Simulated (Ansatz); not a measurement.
A plane-wave DFT run in Ansatz 0.2.0 (scalar-relativistic PAW potentials unless the input names others): input and command.

```yaml
crystal:
  lattice:
    - [2.13515, -2.13515, 0.0]
    - [2.13515, 0.0, -2.13515]
    - [8.8292751346, 8.8292751346, 8.8292751346]
  atoms:
    - { symbol: Mg, position: [0.6666666667, 0.6666666667, 0.0403043656] }
    - { symbol: Mg, position: [0.0, 0.0, 0.8463916784] }
    - { symbol: Mg, position: [0.3333333333, 0.3333333333, 0.2015218282] }
    - { symbol: Mg, position: [0.6666666667, 0.6666666667, 0.5239567533] }
    - { symbol: Mg, position: [0.0, 0.0, 0.3627392907] }
    - { symbol: Mg, position: [0.3333333333, 0.3333333333, 0.6851742158] }
    - { symbol: O, position: [0.6666666667, 0.6666666667, 0.2821305595] }
    - { symbol: O, position: [0.0, 0.0, 0.1209130969] }
    - { symbol: O, position: [0.3333333333, 0.3333333333, 0.443348022] }
    - { symbol: O, position: [0.6666666667, 0.6666666667, 0.7657829471] }
    - { symbol: O, position: [1.0, 1.0, 0.6045654846] }
    - { symbol: O, position: [0.3333333333, 0.3333333333, 0.9270004096] }
basis:
  ecutwfc: 420
kpoints:
  mp_grid: { grid: [9, 9, 2] }
hamiltonian:
  xc: rpbe
  pseudopotentials: { kind: nc, accuracy: standard }
scf:
  occupations: { method: gaussian, width: 0.05 }
output:
  forces: true
  eigenvalues: true
  stress: true
```

```bash
ansatz run input.yaml --threads 2 --pin off --max-ram 5120MiB --backend cpu --events-out ev --progress --plain --runs-dir out
```

Abridged log:
```
Warning: basis.ecutwfc = 420 eV is below the records' recommended 1142.878222 eV, and the density's cutoff is lower with it unless basis.ecutrho_ratio is high enough to keep the records' density cutoff: compare with a run at a higher cutoff
Basis set: ecut = 420 eV, 2307 PW (Γ), exchange–correlation on 48×48×216 points (8 copies of the dense FFT grid, shifted against one another)
Bands: 60, of which v1, the nominal top of the filled ones, is band 48 counted from 1 (47 counted from 0)
Symmetry: 6 space group operations
k-points: 24 of 162 (time reversal used)
SCF iter   1: F=—  HF=-12104.759304 eV  |F-HF|=—  |Δ(HF+E_count)|=         —  Δρ=4.77e-1  dr2=4.37e1  ethr=3.10e-3  ⟨swp⟩=6.4  Hψ=6211  notcnv=0  defer=31
SCF iter   2: F=—  HF=-12093.455863 eV  |F-HF|=—  |Δ(HF+E_count)|=    1.13e1  Δρ=2.23e-1  dr2=8.68e0  ethr=3.10e-3  ⟨swp⟩=2.2  Hψ=2959  notcnv=0  defer=142
SCF iter   3: F=—  HF=-12091.277020 eV  |F-HF|=—  |Δ(HF+E_count)|=    2.18e0  Δρ=1.68e-2  dr2=9.53e-2  ethr=3.10e-3  ⟨swp⟩=2.5  Hψ=2611  notcnv=0  defer=70
automatic band count: iteration 3 solves 57 bands in place of 60: the levels show a gap, and the empty bands left out lie too high to hold charge; the band table lists the bands solved (type scf.n_extra_bands for more)
SCF iter   4: F=—  HF=-12091.281665 eV  |F-HF|=—  |Δ(HF+E_count)|=   4.65e-3  Δρ=4.27e-3  dr2=1.51e-2  ethr=9.92e-5  ⟨swp⟩=2.2  Hψ=2179  notcnv=0  defer=83
SCF iter   5: F=—  HF=-12091.284809 eV  |F-HF|=—  |Δ(HF+E_count)|=   3.14e-3  Δρ=1.54e-3  dr2=2.46e-3  ethr=1.57e-5  ⟨swp⟩=2.0  Hψ=1754  notcnv=0  defer=35
automatic band count: iteration 5 solves 55 bands in place of 57: the levels show a gap, and the empty bands left out lie too high to hold charge; the band table lists the bands solved (type scf.n_extra_bands for more)
SCF iter   6: F=—  HF=-12091.285489 eV  |F-HF|=—  |Δ(HF+E_count)|=   6.80e-4  Δρ=4.23e-4  dr2=8.83e-5  ethr=2.56e-6  ⟨swp⟩=2.0  Hψ=1944  notcnv=0  defer=35
SCF iter   7: F=—  HF=-12091.287997 eV  |F-HF|=—  |Δ(HF+E_count)|=   2.51e-3  Δρ=1.39e-4  dr2=1.17e-5  ethr=9.20e-8  ⟨swp⟩=2.0  Hψ=2485  notcnv=0  defer=35
SCF iter   8: F=—  HF=-12091.287998 eV  |F-HF|=—  |Δ(HF+E_count)|=   1.34e-6  Δρ=4.24e-5  dr2=1.13e-6  ethr=1.22e-8  ⟨swp⟩=2.0  Hψ=1840  notcnv=0  defer=35
SCF iter   9: F=-12091.287999 eV  HF=-12091.287999 eV  |F-HF|=5.11e-8  |Δ(HF+E_count)|=   3.02e-7  Δρ=1.19e-5  dr2=9.37e-8  ethr=1.04e-10  ⟨swp⟩=9.2  Hψ=6440  notcnv=0
SCF 1 converged in 9 iterations: F = -12091.287999 eV  dr2 = 9.37e-8
SCF converged after 9 iterations
Free energy (F): -12091.287999 eV
Harris-Foulkes:  -12091.287999 eV  (|F-HF|=5.11e-8)
Internal energy: -12091.287999 eV  (E = F + TS)
E sigma→0 (E₀):  -12091.287999 eV
Fermi energy:    10.055701 eV
--- Forces (eV/Å), atoms counted from 1 ---
  atom   1  Mg    -1.35938908    -1.35938908    -1.35938908
  atom   2  Mg     0.76972923     0.76972923     0.76972923
  atom   3  Mg     0.22926228     0.22926228     0.22926228
  atom   4  Mg     0.24775445     0.24775445     0.24775445
  atom   5  Mg     0.24162183     0.24162183     0.24162183
  atom   6  Mg     0.25096360     0.25096360     0.25096360
  atom   7  O     -0.25248358    -0.25248358    -0.25248358
  atom   8  O     -0.43740065    -0.43740065    -0.43740065
  atom   9  O     -0.24469756    -0.24469756    -0.24469756
  atom  10  O     -0.23983231    -0.23983231    -0.23983231
  atom  11  O     -0.24515960    -0.24515960    -0.24515960
  atom  12  O      1.03914287     1.03914287     1.03914287
--- Stress (GPa, compression-positive) ---
       -5.059427      -3.385356      -3.385356
       -3.385356      -5.059427      -3.385356
       -3.385356      -3.385356      -5.059427
  P = ⅓ Tr σ = -5.0594 GPa (-50.594 kbar)
```

Apart from outputs and empty bands, the input differs from a reference run on usual settings in hamiltonian.pseudopotentials: not typed → {"kind": "nc", "accuracy": "standard"}; hamiltonian.xc: "lda" → "rpbe". The reference, at the same geometry (not necessarily relaxed), gave pressure -13.60 GPa, largest force 2.729 eV/Å, gap on the mesh 1.76 eV. This run converged in 9 SCF iterations (reference: 8) with a total energy on another zero, pressure -5.06 GPa, largest force 2.355 eV/Å, gap on the mesh 0.85 eV. Its cutoff is looser than usual. The Hamiltonian differs as well, so the change in the result can't be put down to that alone.

It took 8.1 s on 2 threads of Arm Neoverse V2, on a shared host, peak memory 0.36 GiB.